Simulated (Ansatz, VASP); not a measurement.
**One calculation of Hf, two programs**

```
Hf
1.0
    -1.77529    1.77529    1.77529
     1.77529   -1.77529    1.77529
     1.77529    1.77529   -1.77529
Hf
1
Cartesian
  0.0000 0.0000 0.0000
```

The cell was built by a generator and needn't be a form met in nature.

Alike in both runs: task relaxation of cell and atoms; functional LDA; k mesh 12 × 12 × 12; occupations fermi-dirac, width 0.1 eV; no spin polarisation.

|  | VASP | Ansatz |
| --- | --- | --- |
| version | VASP 6.6.1 | Ansatz 0.2.0 |
| potentials or method | VASP PAW LDA potentials, release 64 (Hf_pv) | plane waves (420 eV) with PAW, scalar-relativistic |
| plane-wave cutoff (eV) | 600 | 420 |
| valence electrons in the cell | 10 | 26 |

```tsv
	VASP	Ansatz	Ansatz less VASP
relaxed volume (Å³/atom)	20.47	20.44	-0.024
relaxed cell length with the largest relative difference (Å)	2.985	2.983	-0.0012
energy change over the relaxation (meV/atom)	-56	-57	-1.3
```

The two sets of potentials don't hold the same shells in valence. Ansatz warned: «pseudo_functional_mismatch».

The runs have no spin-orbit coupling, so splittings on Hf are missing.
